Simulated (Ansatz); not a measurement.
# InAs (F-43m) in Ansatz: further runs

One crystal, InAs, is run at these levels: PBE; tasks: single point, relaxation of cell and atoms.

All numbers are computed with Ansatz 0.2.0; they aren't measurements. Logs are shortened: lines on timing, memory, paths and dates and some standing lists are left out, and cuts for length are marked.

**Experimental background.**

From a printed reference work, data compilation, for a bulk crystal of InAs at 4.2 K: band gap 0.418 eV (direct).

The results are compared with them further down.

### 1 The crystal as given

Symmetry: F-43m, No. 216, cubic system. Conventional cell: a = 6.036 Å, b = 6.036 Å, c = 6.036 Å, α = 90.00°, β = 90.00°, γ = 90.00°. Around In (site symmetry -43m) lie 4 As at 2.61 Å. Around As (site symmetry -43m) lie 4 In at 2.61 Å.

### 2 Single point, PBE

File input.yaml:

```yaml
crystal:
  lattice:
    - [0.0, 3.018, 3.018]
    - [3.018, 0.0, 3.018]
    - [3.018, 3.018, 0.0]
  atoms:
    - { symbol: In, position: [0.0, 0.0, 0.0] }
    - { symbol: As, position: [0.75, 0.75, 0.75] }
kpoints:
  mp_grid: { grid: [8, 8, 8] }
scf:
  occupations: { method: gaussian, width: 0.024 }
hamiltonian:
  xc: pbe
  pseudopotentials: { kind: all_electron, lapw: { basis_error: 0.001 } }
output:
  forces: true
  stress: true
  eigenvalues: true
```

Potentials or basis: all-electron LAPW, scalar-relativistic.

On the command line:

```bash
$ ansatz run input.yaml --threads 1 --pin off --max-ram 3072MiB --backend cpu --events-out ev --progress --plain --runs-dir out
```

The log of the run:

```text
Warning: RAYON_NUM_THREADS=1 ignored (pool sized by the plan → 1); use --threads N
LAPW: plane waves up to 8.619 Å⁻¹, error target 1.0e-3 eV per atom; small_component_spin mean_spin; As in spheres of 1.266 Å, 23 of its electrons in bands, Dirac shells []; In in spheres of 1.348 Å, 21 of its electrons in bands, Dirac shells [] (how accurate: hamiltonian.pseudopotentials.lapw.basis_error, Limitations)
Engine: ansatz 0.2.0, aarch64-unknown-linux-gnu
Pseudopotentials: kind: all_electron
Pseudopotential: In, LAPW, valence charge 21, lapw/all_electron/scalar/gaussian/In, Koelling and Harmon's equation, gaussian nucleus
Pseudopotential: As, LAPW, valence charge 23, lapw/all_electron/scalar/gaussian/As, Koelling and Harmon's equation, gaussian nucleus
Functional definition: PBE
  parameter kappa = 0.804
  parameter beta = 0.06672455060314922
  exchange = pbe_x(kappa = kappa, mu = beta*pi^2/3)
  correlation = pbe_c(beta = beta)
Crystal: 2 atoms, lattice volume = 54.978 Å³
Basis set: ecut = 283.0201242672384 eV, 609 PW (Γ), exchange–correlation at level 2
Bands: 27, of which v1, the nominal top of the filled ones, is band 22 counted from 1 (21 counted from 0)
Symmetry: 24 space group operations
Space group: F-43m (ITA 216), of the structure as read, at distance tolerance 3.8e-5 Å
k-points: 29 of 512 (time reversal used)
Non-local potential: In, projectors of the file, none
Non-local potential: As, projectors of the file, none
Initial density: superposition of atomic densities (chi_scale 0.1, normalization cell, long waves kept (reshape's long-wave potential 0.00 eV rms))
Initial wavefunctions: plane waves of lowest kinetic energy (no species holds an atomic orbital)
Functional: x = pbe(κ = 0.804, μ = 0.2195149727645171), c = pbe(β = 0.06672455060314922)
iter 1 solved again at ethr=2.01e-3 eV; its pass at ethr=1.00e-1 eV (dr2=8.83e-1 eV) is discarded
SCF iter   1: F=—  HF=-221570.600789 eV  |F-HF|=—  |Δ(HF+E_count)|=         —  Δρ=2.93e-2  dr2=8.85e-1  ethr=2.01e-3  ⟨swp⟩=2.0  Hψ=4983  notcnv=0
preconditioner: auto → none  [insulator: Δε(μ)=0.159 eV  Ē_g=15.129 eV  σ=0.024 eV  W_gap=1.00  n_scr=14 (ndim 8)  ℏωp=21.2 eV  f_vac=0.128  D(μ)=0.00/eV (n_scr^D=0)  ε∞_Penn≈3.0]
iter 2 solved again at ethr=9.80e-5 eV; its pass at ethr=2.01e-3 eV (dr2=4.31e-2 eV) is discarded
SCF iter   2: F=—  HF=-221570.344797 eV  |F-HF|=—  |Δ(HF+E_count)|=   2.56e-1  Δρ=9.20e-3  dr2=4.31e-2  ethr=9.80e-5  ⟨swp⟩=2.0  Hψ=4080  notcnv=0
SCF iter   3: F=—  HF=-221570.329197 eV  |F-HF|=—  |Δ(HF+E_count)|=         —  Δρ=4.66e-3  dr2=1.27e-2  ethr=9.80e-5  ⟨swp⟩=2.0  Hψ=2331  notcnv=0
the basis was enlarged: its passes take 153.8 KiB over the memory plan, 1 of 1 planned eigensolver slots
SCF iter   4: F=—  HF=-221570.329336 eV  |F-HF|=—  |Δ(HF+E_count)|=   1.39e-4  Δρ=1.72e-3  dr2=1.87e-3  ethr=2.88e-5  ⟨swp⟩=2.0  Hψ=2313  notcnv=0
SCF iter   5: F=—  HF=-221570.329269 eV  |F-HF|=—  |Δ(HF+E_count)|=   6.67e-5  Δρ=3.15e-4  dr2=7.13e-5  ethr=4.26e-6  ⟨swp⟩=2.0  Hψ=2214  notcnv=0
SCF iter   6: F=—  HF=-221570.329305 eV  |F-HF|=—  |Δ(HF+E_count)|=   3.60e-5  Δρ=5.82e-5  dr2=1.63e-6  ethr=1.62e-7  ⟨swp⟩=3.0  Hψ=2256  notcnv=0
SCF iter   7: F=-221570.329309 eV  HF=-221570.329309 eV  |F-HF|=1.31e-7  |Δ(HF+E_count)|=   3.63e-6  Δρ=9.77e-6  dr2=5.73e-8  ethr=3.70e-9  ⟨swp⟩=3.0  Hψ=2303  notcnv=0
SCF 1 converged in 7 iterations: F = -221570.329309 eV  dr2 = 5.73e-8
SCF converged after 7 iterations
Free energy (F): -221570.329309 eV
Harris-Foulkes:  -221570.329309 eV  (|F-HF|=1.31e-7)
Internal energy: -221570.329237 eV  (E = F + TS)
E sigma→0 (E₀):  -221570.329273 eV
Entropy (-TS):   -0.000072 eV (-0.036 meV/atom)
Fermi energy:    9.751594 eV
--- Per-component energies (eV) ---
  E_band       = -1912.397719
  E_kinetic    = 230887.849277
  E_xc         = -6636.097036
  E_electrostatic = -445822.081478  (all electrons and nuclei)
  E_smearing   = -0.000072  (= −TS)
  E_closure    = 0.000000  (closes the sum)
  E_atoms      = -221562.685075  (free atoms, spherical and without spin; not in F)
  Σ components = -221570.329309   (vs F -221570.329309, Δ=0.00e0)
  Basis errors (estimates in eV, not in F): energy 4.4e-4 per atom: plane waves 4.0e-4 (2.4e-4 summed), levels above the bands 0.0e0, relativity 5.6e-8, radial functions 4.1e-5, core shells 4.0e-7; eigenvalues (radial functions only) 1.2e-6; not estimated: angular momenta, meshes, grids; target (lapw.basis_error) 1.0e-3; muffin-tin radii As 1.266 Å, In 1.348 Å
--- Forces (eV/Å), atoms counted from 1 ---
  atom   1  In     0.00000000    -0.00000000     0.00000000
  atom   2  As    -0.00000000     0.00000000     0.00000000
  max |Σ_I F_I| component: 3.24e-17 eV/Å
--- Stress (GPa, compression-positive) ---
        4.303534       0.000000       0.000000
        0.000000       4.303534       0.000000
        0.000000       0.000000       4.303534
  P = ⅓ Tr σ = 4.3035 GPa (43.035 kbar)
--- Band table (eV; the first three rows and the last of 29) ---
  k-point 0: bands = ["-174.8222", "-118.1940", "-118.1940", "-118.1940", "-105.4607", "-63.9469", "-63.9469", "-63.9469", "-25.2398", "-25.2398", "-25.2398", "-25.2319", "-25.2319", "-4.6576", "-4.6576", "-4.6576", "-4.5297", "-4.5297", "-2.1538", "9.5751", "9.7443", "9.7443", "9.7443", "13.6654", "13.6654", "13.6654", "17.2850"]
  k-point 1: bands = ["-174.8222", "-118.1940", "-118.1940", "-118.1940", "-105.4607", "-63.9469", "-63.9469", "-63.9469", "-25.2398", "-25.2397", "-25.2397", "-25.2319", "-25.2319", "-4.6782", "-4.6516", "-4.6516", "-4.5299", "-4.5299", "-1.9907", "7.8653", "9.5510", "9.5510", "10.8649", "13.8207", "13.9473", "13.9473", "18.1182"]
  k-point 2: bands = ["-174.8222", "-118.1940", "-118.1940", "-118.1940", "-105.4607", "-63.9469", "-63.9469", "-63.9469", "-25.2398", "-25.2396", "-25.2396", "-25.2318", "-25.2318", "-4.7247", "-4.6387", "-4.6387", "-4.5286", "-4.5286", "-1.5444", "6.0418", "9.1701", "9.1701", "11.0080", "14.3824", "14.3824", "14.9268", "18.1288"]
  k-point 28: bands = ["-174.8222", "-118.1940", "-118.1940", "-118.1940", "-105.4607", "-63.9470", "-63.9469", "-63.9469", "-25.2397", "-25.2397", "-25.2392", "-25.2318", "-25.2315", "-4.8204", "-4.6061", "-4.5819", "-4.5455", "-4.5216", "-0.0710", "4.0358", "6.7754", "6.8574", "13.9835", "14.0427", "14.7670", "15.8394", "19.6164"]
```

It took 16 s on 1 thread of Arm Neoverse V1, shared host; peak memory 0.29 GiB.

Results:

```
Free energy            : -221570.3293 eV
Pressure               : 4.3 GPa
Band gap on the k mesh : none (metal or under the smearing width)
```

Levels at points of the mesh, in eV from the Fermi level:
```
             k point  band 19  band 20  band 21  band 22  band 23  band 24  band 25  band 26
  (0.00, 0.00, 0.00)   -11.91    -0.18    -0.01    -0.01    -0.01     3.91     3.91     3.91
 (0.00, 0.00, -0.50)   -10.42    -5.79    -1.00    -1.00     0.97     4.68     4.68     6.86
(0.00, -0.50, -0.50)    -9.87    -5.86    -2.34    -2.34     1.54     2.06     9.21     9.31
```

Caveat: this crystal is a semiconductor, whose small gap the functional closes, so the metal is an error of the method.

### 3 Single point, PBE

input.yaml: that of step 2 with these lines changed.

```diff
@@ -11,3 +11,3 @@
 scf:
-  occupations: { method: gaussian, width: 0.024 }
+  occupations: { method: gaussian, width: 0.1 }
 hamiltonian:
```

Potentials or basis: all-electron LAPW, scalar-relativistic.

On the command line:

```bash
$ ansatz run input.yaml --threads 1 --pin off --max-ram 3072MiB --backend cpu --events-out ev --progress --plain --runs-dir out
```

The log of the run:

```text
Warning: RAYON_NUM_THREADS=1 ignored (pool sized by the plan → 1); use --threads N
LAPW: plane waves up to 8.619 Å⁻¹, error target 1.0e-3 eV per atom; small_component_spin mean_spin; As in spheres of 1.266 Å, 23 of its electrons in bands, Dirac shells []; In in spheres of 1.348 Å, 21 of its electrons in bands, Dirac shells [] (how accurate: hamiltonian.pseudopotentials.lapw.basis_error, Limitations)
[... 9 set-up lines as earlier in the session ...]
Crystal: 2 atoms, lattice volume = 54.978 Å³
Basis set: ecut = 283.0201242672384 eV, 609 PW (Γ), exchange–correlation at level 2
Bands: 27, of which v1, the nominal top of the filled ones, is band 22 counted from 1 (21 counted from 0)
[... 2 set-up lines as earlier in the session ...]
k-points: 29 of 512 (time reversal used)
[... 5 set-up lines as earlier in the session ...]
iter 1 solved again at ethr=2.00e-3 eV; its pass at ethr=1.00e-1 eV (dr2=8.82e-1 eV) is discarded
SCF iter   1: F=—  HF=-221570.600850 eV  |F-HF|=—  |Δ(HF+E_count)|=         —  Δρ=2.93e-2  dr2=8.83e-1  ethr=2.00e-3  ⟨swp⟩=2.0  Hψ=4983  notcnv=0
preconditioner: auto → none  [insulator: Δε(μ)=0.159 eV  Ē_g=15.129 eV  σ=0.100 eV  W_gap=0.71  n_scr=14 (ndim 8)  ℏωp=21.2 eV  f_vac=0.128  D(μ)=0.04/eV (n_scr^D=0)  ε∞_Penn≈3.0]
iter 2 solved again at ethr=9.80e-5 eV; its pass at ethr=2.00e-3 eV (dr2=4.31e-2 eV) is discarded
SCF iter   2: F=—  HF=-221570.344973 eV  |F-HF|=—  |Δ(HF+E_count)|=   2.56e-1  Δρ=9.20e-3  dr2=4.31e-2  ethr=9.80e-5  ⟨swp⟩=2.0  Hψ=3937  notcnv=0
SCF iter   3: F=—  HF=-221570.329430 eV  |F-HF|=—  |Δ(HF+E_count)|=         —  Δρ=4.66e-3  dr2=1.27e-2  ethr=9.79e-5  ⟨swp⟩=2.0  Hψ=2205  notcnv=0
the basis was enlarged: its passes take 153.8 KiB over the memory plan, 1 of 1 planned eigensolver slots
SCF iter   4: F=—  HF=-221570.329556 eV  |F-HF|=—  |Δ(HF+E_count)|=   1.26e-4  Δρ=1.70e-3  dr2=1.81e-3  ethr=2.89e-5  ⟨swp⟩=2.0  Hψ=2182  notcnv=0
SCF iter   5: F=—  HF=-221570.329500 eV  |F-HF|=—  |Δ(HF+E_count)|=   5.61e-5  Δρ=3.05e-4  dr2=6.65e-5  ethr=4.12e-6  ⟨swp⟩=2.0  Hψ=2184  notcnv=0
SCF iter   6: F=—  HF=-221570.329536 eV  |F-HF|=—  |Δ(HF+E_count)|=   3.59e-5  Δρ=5.76e-5  dr2=1.57e-6  ethr=1.51e-7  ⟨swp⟩=3.0  Hψ=2260  notcnv=0
SCF iter   7: F=-221570.329539 eV  HF=-221570.329539 eV  |F-HF|=1.27e-7  |Δ(HF+E_count)|=   3.51e-6  Δρ=9.57e-6  dr2=5.53e-8  ethr=3.56e-9  ⟨swp⟩=3.0  Hψ=2302  notcnv=0
SCF 1 converged in 7 iterations: F = -221570.329539 eV  dr2 = 5.53e-8
SCF converged after 7 iterations
Free energy (F): -221570.329539 eV
Harris-Foulkes:  -221570.329539 eV  (|F-HF|=1.27e-7)
Internal energy: -221570.329226 eV  (E = F + TS)
E sigma→0 (E₀):  -221570.329382 eV
Entropy (-TS):   -0.000313 eV (-0.157 meV/atom)
Fermi energy:    9.775699 eV
--- Per-component energies (eV) ---
  E_band       = -1912.397840
  E_kinetic    = 230887.849693
  E_xc         = -6636.097078
  E_electrostatic = -445822.081840  (all electrons and nuclei)
  E_smearing   = -0.000313  (= −TS)
  E_closure    = 0.000000  (closes the sum)
  E_atoms      = -221562.685075  (free atoms, spherical and without spin; not in F)
  Σ components = -221570.329539   (vs F -221570.329539, Δ=0.00e0)
  Basis errors (estimates in eV, not in F): energy 4.4e-4 per atom: plane waves 4.0e-4 (2.4e-4 summed), levels above the bands 0.0e0, relativity 5.6e-8, radial functions 4.1e-5, core shells 4.0e-7; eigenvalues (radial functions only) 1.2e-6; not estimated: angular momenta, meshes, grids; target (lapw.basis_error) 1.0e-3; muffin-tin radii As 1.266 Å, In 1.348 Å
--- Forces (eV/Å), atoms counted from 1 ---
  atom   1  In     0.00000000    -0.00000000    -0.00000000
  atom   2  As    -0.00000000     0.00000000    -0.00000000
  max |Σ_I F_I| component: 3.24e-17 eV/Å
--- Stress (GPa, compression-positive) ---
        4.303423      -0.000000      -0.000000
       -0.000000       4.303423       0.000000
       -0.000000       0.000000       4.303423
  P = ⅓ Tr σ = 4.3034 GPa (43.034 kbar)
--- Band table (eV; the first three rows and the last of 29) ---
  k-point 0: bands = ["-174.8222", "-118.1940", "-118.1940", "-118.1940", "-105.4607", "-63.9469", "-63.9469", "-63.9469", "-25.2398", "-25.2398", "-25.2398", "-25.2319", "-25.2319", "-4.6576", "-4.6576", "-4.6576", "-4.5297", "-4.5297", "-2.1538", "9.5751", "9.7443", "9.7443", "9.7443", "13.6654", "13.6654", "13.6654", "17.2850"]
  k-point 1: bands = ["-174.8222", "-118.1940", "-118.1940", "-118.1940", "-105.4607", "-63.9469", "-63.9469", "-63.9469", "-25.2398", "-25.2397", "-25.2397", "-25.2319", "-25.2319", "-4.6782", "-4.6516", "-4.6516", "-4.5299", "-4.5299", "-1.9907", "7.8653", "9.5510", "9.5510", "10.8649", "13.8207", "13.9473", "13.9473", "18.1182"]
  k-point 2: bands = ["-174.8222", "-118.1940", "-118.1940", "-118.1940", "-105.4607", "-63.9469", "-63.9469", "-63.9469", "-25.2398", "-25.2396", "-25.2396", "-25.2318", "-25.2318", "-4.7247", "-4.6387", "-4.6387", "-4.5286", "-4.5286", "-1.5444", "6.0418", "9.1701", "9.1701", "11.0080", "14.3824", "14.3824", "14.9268", "18.1288"]
  k-point 28: bands = ["-174.8222", "-118.1940", "-118.1940", "-118.1940", "-105.4607", "-63.9470", "-63.9469", "-63.9469", "-25.2398", "-25.2397", "-25.2393", "-25.2319", "-25.2316", "-4.8204", "-4.6061", "-4.5819", "-4.5455", "-4.5216", "-0.0710", "4.0358", "6.7754", "6.8574", "13.9835", "14.0427", "14.7670", "15.8394", "19.6164"]
```

Run time: 18 s. Hardware: 1 thread of Arm Neoverse V1, shared host; peak memory 0.29 GiB.

Results:

| Property | Result |
| --- | --- |
| Free energy | -221570.3295 eV |
| Pressure | 4.3 GPa |
| Band gap on the k mesh | none (metal or under the smearing width) |

Levels at points of the mesh, in eV from the Fermi level:
```
             k point  band 20  band 21  band 22  band 23  band 24  band 25
  (0.00, 0.00, 0.00)    -0.20    -0.03    -0.03    -0.03     3.89     3.89
 (0.00, 0.00, -0.50)    -5.81    -1.03    -1.03     0.94     4.66     4.66
(0.00, -0.50, -0.50)    -5.88    -2.37    -2.37     1.51     2.04     9.19
```

Caveat: this crystal is a semiconductor, whose small gap the functional closes, so the metal is an error of the method.

### 4 Relaxation of cell and atoms, PBE

input.yaml: that of step 3 with these lines changed.

```diff
@@ -11,3 +11,3 @@
 scf:
-  occupations: { method: gaussian, width: 0.1 }
+  occupations: { method: fermi_dirac, width: 0.05 }
 hamiltonian:
@@ -18,2 +18,5 @@
   stress: true
-  eigenvalues: true
+relax:
+  f_tol: 0.005
+  max_steps: 60
+  cell: {}
```

On the command line:

```bash
$ ansatz run input.yaml --threads 1 --pin off --max-ram 3072MiB --backend cpu --events-out ev --progress --plain --runs-dir out
```

Wall time 54 s (1 thread of Arm Neoverse V1, shared host); peak memory 0.33 GiB.

The run converged. Its results:

- Free energy: -221570.3826 eV
- Relaxed volume: 29.61 Å³/atom
- Relaxed cell: a = 4.375 Å, b = 4.375 Å, c = 4.375 Å, α = 60.00°, β = 60.00°, γ = 60.00°
- Space group after relaxing (to 0.05 Å): F-43m (No. 216)
- Energy gained by relaxing: 26.5 meV/atom
- Ionic steps: 5
- Pressure after relaxing: 0.0 GPa

The path:
| step | energy change (eV) | largest force (eV/Å) | volume (Å³) |
| --- | --- | --- | --- |
| 1 | 0.0000 | 0.0000 | 54.98 |
| 2 | -0.0490 | 0.0000 | 60.50 |
| 3 | -0.0530 | 0.0000 | 59.39 |
| 4 | -0.0530 | 0.0000 | 59.21 |
| 5 | -0.0530 | 0.0000 | 59.21 |

Final structure:
```yaml
crystal:
  lattice:
    - [0.00000, 3.09356, 3.09356]
    - [3.09356, 0.00000, 3.09356]
    - [3.09356, 3.09356, 0.00000]
  atoms:
    - { symbol: In, position: [0.00000, 0.00000, 0.00000] }
    - { symbol: As, position: [0.75000, 0.75000, 0.75000] }
```

PBE usually gives volumes a little too large and moduli too small. Zero-point motion and thermal expansion aren't in these numbers.

(Continued in part 2 of 2.)
